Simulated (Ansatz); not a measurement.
Ti:

```
Ti
1.0
     2.95000    0.00000    0.00000
    -1.47500    2.55477    0.00000
     0.00000    0.00000    4.68000
Ti
2
Cartesian
  1.4750 0.8516 3.5100
  0.0000 1.7032 1.1700
```

Base run:

```yaml
Program: Ansatz 0.2.0
Functional: PBE
Potentials_or_basis: all-electron LAPW, scalar-relativistic
Cutoff: 220 eV (chosen from the basis error)
Basis_error_allowed: 0.001 eV/atom
k_mesh: 10 × 10 × 6
Occupations: fermi-dirac, width 0.05 eV
Spin: no spin polarisation
```

Its results: pressure -1.5 GPa.

Task: The run is repeated on the same cell with these changes: functional from PBE to PBEsol. What comes out?

Result: Pressure -5.7 GPa.

PBEsol binds more tightly than PBE, so the same cell stands under less pressure.
